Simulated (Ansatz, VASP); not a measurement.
## Pb: VASP beside Ansatz

INCAR

```
SYSTEM = Pb
PREC = Accurate ; ENCUT = 520
EDIFF = 1E-6 ; ISMEAR = -1
SIGMA = 0.1 ; LREAL = .FALSE.
LASPH = .TRUE. ; NELM = 100
ALGO = Normal ; ISIF = 2
LWAVE = .FALSE. ; LCHARG = .FALSE.
GGA = RE ; NBANDS = 13
```

Contents of KPOINTS:

```
Automatic mesh
0
G
  18 18 18
  0 0 0
```

The input POSCAR:

```
Pb
1.0
    0.0000000000      2.6072138202      2.6072138202
    2.6072138202      0.0000000000      2.6072138202
    2.6072138202      2.6072138202      0.0000000000
Pb
1
Direct
    0.0000000000      0.0000000000      0.0000000000
```

Input for Ansatz:

```yaml
crystal:
  lattice:
    - [0.0, 2.6072138202, 2.6072138202]
    - [2.6072138202, 0.0, 2.6072138202]
    - [2.6072138202, 2.6072138202, 0.0]
  atoms:
    - { symbol: Pb, position: [0.0, 0.0, 0.0] }
hamiltonian:
  xc: revpbe
  pseudopotentials:
    kind: paw
    azcp:
      Pb: "pseudopotentials/Pb.paw.azcp"
basis:
  ecutwfc: 420
  fft_grid_basis: typed
kpoints:
  mp_grid: { grid: [18, 18, 18], shift: [0, 0, 0] }
magnetization:
  spin_polarized: false
scf:
  occupations: { method: fermi_dirac, width: 0.1 }
output:
  stress: true
```

Alike in both runs: task single point; functional revPBE; k mesh 18 × 18 × 18; occupations fermi-dirac, width 0.1 eV; no spin polarisation.

|  | VASP | Ansatz |
| --- | --- | --- |
| version | VASP 6.6.1 | Ansatz 0.2.0 |
| potentials or method | VASP PAW PBE potentials, release 64 (Pb_d) | plane waves (420 eV) with PAW, scalar-relativistic |
| plane-wave cutoff (eV) | 520 | 420 |
| valence electrons in the cell | 14 | 14 |

```csv
,VASP,Ansatz,Ansatz less VASP
pressure (GPa),-2.2,-2.2,+0.05
```

Caveats: the PAW data sets were made with another functional, which shifts forces and pressure a little (VASP). The runs have no spin-orbit coupling, so splittings on Pb are missing.
